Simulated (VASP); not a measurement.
# CdTe (F-43m) in VASP: further runs

CdTe is run at these levels: PBE, LDA, PBE+D3(BJ), r2SCAN+rVV10; tasks: single point.

Program: VASP 6.6.1. These are calculated values, not measurements. Logs are shortened: lines on timing, memory, paths and dates and some standing lists are left out, and cuts for length are marked.

**The experiment to reproduce.**

From a printed reference work, data compilation, for a bulk crystal of CdTe at 0 K: band gap 1.607 eV.

How close the calculation comes is told below.

## (1) The cell of the first run

Symmetry: F-43m, No. 216, cubic system. Conventional cell: a = 6.410 Å, b = 6.410 Å, c = 6.410 Å, α = 90.00°, β = 90.00°, γ = 90.00°. Te (site symmetry -43m) has 4 Cd at 2.78 Å within 3.7 Å. Within 3.7 Å of Cd (site symmetry -43m) lie 4 Te at 2.78 Å.

## (2) Single point, PBE

INCAR

```
SYSTEM = CdTe
ALGO = Normal
EDIFF = 1E-6
ENCUT = 520
GGA = PE
ISIF = 2
ISMEAR = -1
LASPH = .TRUE.
LCHARG = .FALSE.
LREAL = .FALSE.
LWAVE = .FALSE.
NBANDS = 16
NELM = 60
PREC = Accurate
SIGMA = 0.05
```

KPOINTS

```
k-points
0
G
  6 6 6
  0 0 0
```

POSCAR

```
CdTe
1.0
    0.0000000000      3.2050000000      3.2050000000
    3.2050000000      0.0000000000      3.2050000000
    3.2050000000      3.2050000000      0.0000000000
Te Cd
1 1
Direct
    0.7500000000      0.7500000000      0.7500000000
    0.0000000000      0.0000000000      0.0000000000
```

Potentials or basis: VASP PAW PBE potentials, release 64 (Te, Cd).

Run with:

```console
$ cat potpaw_PBE.64/Te/POTCAR potpaw_PBE.64/Cd/POTCAR > POTCAR
$ mpirun -np 1 vasp_std > vasp.out
```

OUTCAR:

```text
SYSTEM = CdTe
   EDIFF = 1E-6
   ENCUT = 520
   GGA = PE
   ISIF = 2
   ISMEAR = -1
   LASPH = .TRUE.
   LREAL = .FALSE.
   NELM = 60
   PREC = Accurate

 ion  position               nearest neighbor table
   1  0.750  0.750  0.750-   2 2.78   2 2.78   2 2.78   2 2.78
   2  0.000  0.000  0.000-   1 2.78   1 2.78   1 2.78   1 2.78

  LATTYP: Found a face centered cubic cell.
 ALAT       =     6.4100000000

  Lattice vectors:

 A1 = (   0.0000000000,   3.2050000000,   3.2050000000)
 A2 = (   3.2050000000,   0.0000000000,   3.2050000000)
 A3 = (   3.2050000000,   3.2050000000,   0.0000000000)

Analysis of symmetry for initial positions (statically):
=====================================================================
 Subroutine PRICEL returns:
 Original cell was already a primitive cell.

 Routine SETGRP: Setting up the symmetry group for a
 face centered cubic supercell.

 Subroutine GETGRP returns: Found 24 space group operations
 (whereof 24 operations were pure point group operations)
 out of a pool of 48 trial point group operations.

The static configuration has the point symmetry T_d .

Analysis of symmetry for dynamics (positions and initial velocities):
=====================================================================
 Subroutine PRICEL returns:
 Original cell was already a primitive cell.

 Routine SETGRP: Setting up the symmetry group for a
 face centered cubic supercell.

 Subroutine GETGRP returns: Found 24 space group operations
 (whereof 24 operations were pure point group operations)
 out of a pool of 48 trial point group operations.

The dynamic configuration has the point symmetry T_d .

 Subroutine INISYM returns: Found 24 space group operations
 (whereof 24 operations are pure point group operations),
 and found     1 'primitive' translations

----------------------------------------------------------------------------------------

                                     Primitive cell

  volume of cell :      65.8437

  direct lattice vectors                    reciprocal lattice vectors
     0.000000000  3.205000000  3.205000000    -0.156006240  0.156006240  0.156006240
     3.205000000  0.000000000  3.205000000     0.156006240 -0.156006240  0.156006240
     3.205000000  3.205000000  0.000000000     0.156006240  0.156006240 -0.156006240

  length of vectors
     4.532554467  4.532554467  4.532554467     0.270210734  0.270210734  0.270210734

  position of ions in fractional coordinates (direct lattice)
     0.750000000  0.750000000  0.750000000
     0.000000000  0.000000000  0.000000000
[... 68 lines left out ...]
   EDIFF  = 0.1E-05   stopping-criterion for ELM
   LREAL  =      F    real-space projection
   EDIFFG = 0.1E-04   stopping-criterion for IOM
   NSW    =      0    number of steps for IOM
   IBRION =     -1    ionic relax: 0-MD 1-quasi-New 2-CG
   NFREE  =      0    steps in history (QN), initial steepest desc. (CG)
   ISIF   =      2    stress and relaxation
   ISYM   =      2    0-nonsym 1-usesym 2-fastsym
   POTIM  = 0.5000    time-step for ionic-motion
   TEBEG  =    0.0;   TEEND  =   0.0 temperature during run
   PSTRESS=    0.0 pullay stress
   NELECT =      18.0000    total number of electrons
   NUPDOWN=      -1.0000    fix difference up-down
   EMIN   =  10.00;   EMAX   =-10.00  energy-range for DOS
   EFERMI =   0.00;   METHOD = LEGACY
   ISMEAR =    -1;   SIGMA  =   0.05  broadening in eV -4-tet -1-fermi 0-gaus
   EFERMI_NEDOS =   21; number of points for ismear=-14 and -15
   IALGO  =     38    algorithm
   IMIX   =      4    mixing-type and parameters
     AMIX     =   0.40;   BMIX     =  1.00
     AMIX_MAG =   1.60;   BMIX_MAG =  1.00
  volume/ion in A,a.u.               =      32.92       222.17
  Fermi-wavevector in a.u.,A,eV,Ry     =   1.062497  2.007828 15.359610  1.128899
  Thomas-Fermi vector in A             =   2.197950
   LORBIT       =      0    0 simple, 1 ext, 2 COOP (PROOUT), +10 PAW based schemes
   GGA     = PE    functional components
   LHFCALC =     F    Hartree Fock is set to
   AEXX    =    0.0000 exact exchange contribution
   IVDW    =     0    specifies the selected vdW correction
   LEPSILON=     F    determine dielectric tensor
   LRPA    =     F    only Hartree local field effects (RPA)
 non-spin polarized calculation
  energy-cutoff  :      520.00
  volume of cell :       65.84
 maximum number of plane-waves:      1807
 NGX is ok and might be reduce to    36
   NGX = 17   NGY = 17   NGZ = 17

 number of electron      17.9999995 magnetization

 Free energy of the ion-electron system (eV)
  ---------------------------------------------------
  ext. energy  EPLUGINS =         0.00000000
  ---------------------------------------------------
  free energy    TOTEN  =        -4.72108019 eV

  energy without entropy =       -4.72107757  energy(sigma->0) =       -4.72107888

 E-fermi :   3.1218     XC(G=0):  -8.7308

 val. band max:        2.6573089362   @ k =   0.0000   0.0000   0.0000
 cond. band min:       3.5292893900   @ k =   0.0000   0.0000   0.0000
 fundamental gap:      0.8719804538
 Fermi energy:         3.1218098577

 k-point     1 :       0.0000    0.0000    0.0000
  band No.  band energies     occupation
      1      -8.7108      2.00000
      2      -5.7524      2.00000
      3      -5.7524      2.00000
      4      -5.7524      2.00000
      5      -5.4667      2.00000
      6      -5.4667      2.00000
[... 281 lines left out ...]
      3      -5.6060      2.00000
      4      -5.5198      2.00000
      5      -5.4533      2.00000
      6      -4.8648      2.00000
[... 8 lines left out ...]
     15      13.8575      0.00000
     16      14.1562      0.00000

------------------------ aborting loop because EDIFF is reached ----------------------------------------

  FORCE on cell =-STRESS in cart. coord.  units (eV):
  Direction    XX          YY          ZZ          XY          YZ          ZX
  --------------------------------------------------------------------------------------
  -------------------------------------------------------------------------------------
  Total        1.8139490      1.8139490      1.8139490      0.0000000     -0.0000000      0.0000000
  in kB       44.1389058     44.1389058     44.1389058      0.0000000     -0.0000000      0.0000000
  external PRESSURE =      44.1389058 kB  Pullay stress =       0.0000000 kB

 VOLUME and BASIS-vectors are now :
 -----------------------------------------------------------------------------
  energy-cutoff  :      520.00
  volume of cell :       65.84
      direct lattice vectors                 reciprocal lattice vectors
     0.000000000  3.205000000  3.205000000    -0.156006240  0.156006240  0.156006240
     3.205000000  0.000000000  3.205000000     0.156006240 -0.156006240  0.156006240
     3.205000000  3.205000000  0.000000000     0.156006240  0.156006240 -0.156006240

 POSITION                                       TOTAL-FORCE (eV/Angst)
 -----------------------------------------------------------------------------------
      4.80750      4.80750      4.80750        -0.000000     -0.000000     -0.000000
      0.00000      0.00000      0.00000         0.000000      0.000000      0.000000
 -----------------------------------------------------------------------------------
    total drift:                                0.000000      0.000000      0.000000

  FREE ENERGIE OF THE ION-ELECTRON SYSTEM (eV)
  ---------------------------------------------------
  free  energy   TOTEN  =        -4.7210801915 eV

  energy  without entropy=       -4.7210775651  energy(sigma->0) =       -4.72107888
```

OSZICAR:

```text
N       E                     dE             d eps       ncg     rms          rms(c)
DAV:   1     0.101415431276E+03    0.10142E+03   -0.83185E+03   528   0.975E+02
DAV:   2    -0.134999612015E+01   -0.10277E+03   -0.96818E+02   600   0.237E+02
DAV:   3    -0.491747906918E+01   -0.35675E+01   -0.35625E+01   624   0.459E+01
DAV:   4    -0.495037164982E+01   -0.32893E-01   -0.32891E-01   784   0.389E+00
DAV:   5    -0.495045726879E+01   -0.85619E-04   -0.85619E-04   656   0.179E-01    0.602E+00
DAV:   6    -0.473592568334E+01    0.21453E+00   -0.36824E-01   608   0.754E+00    0.485E+00
DAV:   7    -0.471982351505E+01    0.16102E-01   -0.11228E-01   576   0.220E+00    0.180E+00
DAV:   8    -0.472068124722E+01   -0.85773E-03   -0.11638E-02   600   0.124E+00    0.492E-01
DAV:   9    -0.472098297026E+01   -0.30172E-03   -0.94732E-04   616   0.334E-01    0.122E-01
DAV:  10    -0.472104435178E+01   -0.61382E-04   -0.11474E-04   648   0.100E-01    0.560E-02
DAV:  11    -0.472108116559E+01   -0.36814E-04   -0.70616E-05   568   0.589E-02    0.322E-02
DAV:  12    -0.472108019152E+01    0.97407E-06   -0.28440E-06   624   0.158E-02
   1 F= -.47210802E+01 E0= -.47210789E+01  d E =-.262637E-05
```

stdout:

```text
POSCAR found type information on POSCAR TeCd
 POSCAR found :  2 types and       2 ions
 scaLAPACK will be used
 LDA part: xc-table for (Slater+PW92), standard interpolation
 POSCAR, INCAR and KPOINTS ok, starting setup
 FFT: planning ... GRIDC
 FFT: planning ... GRID_SOFT
 FFT: planning ... GRID
 WAVECAR not read
 entering main loop
```

It took 20 s on 1 thread of Intel Xeon Platinum 8259CL at 2.50GHz (Skylake/Cascade Lake), shared host; peak memory 0.21 GiB.

Results:

* Free energy: -4.7211 eV
* Pressure: 4.4 GPa
* Band gap on the k mesh: 0.87 eV, direct

Caveat: spin-orbit coupling is left out, which moves the levels of the heavy elements. As with any semilocal functional, this PBE gap is likely too small.

## (3) Single point, LDA

INCAR

```
SYSTEM = CdTe
ALGO     = Normal         ! electronic algorithm
EDIFF    = 1E-7           ! SCF threshold, eV
ENCUT    = 520            ! plane-wave cutoff, eV
ISIF     = 2              ! what is computed and relaxed
ISMEAR   = 0              ! smearing method
LASPH    = .True.         ! aspherical terms in the spheres
LCHARG   = .False.        ! write CHGCAR
LREAL    = .False.        ! projectors in reciprocal space
LWAVE    = .False.        ! write WAVECAR
NBANDS   = 16             ! bands
NELM     = 60             ! most SCF steps
PREC     = Accurate       ! precision mode
SIGMA    = 0.05           ! smearing width, eV
```

KPOINTS

```
k-points
0
Gamma
  7 7 7
  0 0 0
```

Edit POSCAR of step 2 so:

```diff
@@ -8,3 +8,3 @@
 Direct
-    0.7500000000      0.7500000000      0.7500000000
+    0.2500000000      0.2500000000      0.2500000000
     0.0000000000      0.0000000000      0.0000000000
```

Potentials or basis: VASP PAW LDA potentials, release 64 (Te, Cd).

Run with:

```console
$ cat potpaw_LDA.64/Te/POTCAR potpaw_LDA.64/Cd/POTCAR > POTCAR
$ mpirun -np 1 vasp_std > vasp.out
```

Wall time 22 s (1 thread of AMD EPYC 7R43 (Zen 3), shared host); peak memory 0.14 GiB.

Results (log left out):

- Free energy: -6.0491 eV
- Pressure: 0.2 GPa
- Band gap on the k mesh: 0.65 eV, direct

Levels at points of the mesh, in eV from the valence-band top:
| k point | band 7 | band 8 | band 9 | band 10 | band 11 | band 12 |
| --- | --- | --- | --- | --- | --- | --- |
| (0.00, 0.00, 0.00) | 0.00 | 0.00 | 0.00 | 0.65 | 4.48 | 4.48 |

Caveat: spin-orbit coupling is left out, which moves the levels of the heavy elements.

## (4) Single point, PBE+D3(BJ) (volume scaled by 0.92)

INCAR

```
ALGO = Normal
EDIFF = 1E-6
ENCUT = 520
GGA = PE
ISIF = 2
ISMEAR = 0
IVDW = 12
LASPH = True
LCHARG = False
LREAL = False
LWAVE = False
NBANDS = 16
NELM = 100
PREC = Accurate
SIGMA = 0.1
```

KPOINTS

```
k-points
0
Gamma
  7 7 7
```

POSCAR

```
CdTe
1.0
    4.4083118292      0.0000000000      0.0000000000
    2.2041559146      3.8177100319      0.0000000000
    2.2041559146      1.2725700106      3.5993715362
Te Cd
1 1
Direct
    0.7500000000      0.7500000000      0.7500000000
    0.0000000000      0.0000000000      0.0000000000
```

Potentials or basis: VASP PAW PBE potentials, release 64 (Te, Cd).

Run with:

```console
$ cat potpaw_PBE.64/Te/POTCAR potpaw_PBE.64/Cd/POTCAR > POTCAR
$ mpirun -np 1 vasp_std > vasp.out
```

Wall time 33 s (1 thread of Intel Xeon 6975P-C, shared host); peak memory 0.22 GiB.

Results (log left out):

- Free energy: -5.2790 eV
- Pressure: 7.5 GPa
- Band gap on the k mesh: 1.14 eV, direct
- Dispersion energy per atom: -0.391 eV

Levels at points of the mesh, in eV from the valence-band top:
| k point | band 5 | band 6 | band 7 | band 8 | band 9 | band 10 | band 11 | band 12 | band 13 | band 14 |
| --- | --- | --- | --- | --- | --- | --- | --- | --- | --- | --- |
| (0.00, 0.00, 0.00) | -8.41 | -8.41 | 0.00 | 0.00 | 0.00 | 1.14 | 4.49 | 4.49 | 4.49 | 7.60 |

Caveat: spin-orbit coupling is left out, which moves the levels of the heavy elements.

[end of part 1 of 2]
